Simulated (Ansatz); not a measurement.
Wires are cut from relaxed bulk AlNi (Pm-3m, 12.11 Å³/atom, gap on the mesh 0.00 eV); atoms and period are relaxed, and energies count from that bulk.

All numbers below come from DFT PBE, scalar-relativistic, plane waves, PAW (Ansatz 0.2.0).

Settings: cutoff 420 eV, Γ-centred mesh 1×1×19 on the computed 22-atom cell, Gaussian smearing of 0.05 eV; no spin polarisation.

Start ([001] wire, 22 host atoms a period):

```
CELL_PARAMETERS angstrom
19.10000 0.00000 0.00000
0.00000 19.40000 0.00000
0.00000 0.00000 2.89308
ATOMIC_POSITIONS crystal
Al 0.23493 0.53728 0.00000
Al 0.38640 0.38815 0.00000
Al 0.38640 0.53728 0.00000
Al 0.38640 0.68641 0.00000
Al 0.53787 0.23903 0.00000
Al 0.53787 0.38815 0.00000
Al 0.53787 0.53728 0.00000
Al 0.53787 0.68641 0.00000
Al 0.68934 0.38815 0.00000
Al 0.68934 0.53728 0.00000
Al 0.68934 0.68641 0.00000
Ni 0.31066 0.31359 0.50000
Ni 0.31066 0.46272 0.50000
Ni 0.31066 0.61185 0.50000
Ni 0.46213 0.31359 0.50000
Ni 0.46213 0.46272 0.50000
Ni 0.46213 0.61185 0.50000
Ni 0.46213 0.76097 0.50000
Ni 0.61360 0.31359 0.50000
Ni 0.61360 0.46272 0.50000
Ni 0.61360 0.61185 0.50000
Ni 0.76507 0.46272 0.50000
```

What does the relaxation give?

The free energy falls by 73 meV/atom.

* excess energy (eV per host atom): 0.589
* line energy (eV/Å): 4.868
* period (Å): 2.662
* gap on the mesh (eV): 0
* highest filled level or Fermi level under vacuum (eV): 4.42

Relaxed structure:
```
Al Ni
1.0
    19.10000    0.00000    0.00000
     0.00000   19.40000    0.00000
     0.00000    0.00000    2.66232
Al Ni
11 11
Direct
  0.23117 0.53538 0.00000
  0.39111 0.39279 0.00000
  0.37945 0.53387 0.00000
  0.37710 0.69072 0.00000
  0.53592 0.23530 0.00000
  0.53440 0.38131 0.00000
  0.54641 0.54568 0.00000
  0.53796 0.69250 0.00000
  0.69371 0.37896 0.00000
  0.69552 0.53740 0.00000
  0.70052 0.69745 0.00000
  0.32112 0.32388 0.50000
  0.30098 0.45422 0.50000
  0.30727 0.61072 0.50000
  0.45350 0.30406 0.50000
  0.46942 0.46988 0.50000
  0.45952 0.60885 0.50000
  0.45677 0.75580 0.50000
  0.61245 0.31022 0.50000
  0.61058 0.46013 0.50000
  0.62537 0.62345 0.50000
  0.75977 0.45743 0.50000
```

Spin polarisation was left out, and a magnetic state may lie lower.

Each run keeps its start's symmetry and one magnetic start, so lower states can exist.

It took 12 min on 4 threads of Arm Neoverse V2, with other jobs on the host, peak memory 3.3 GiB.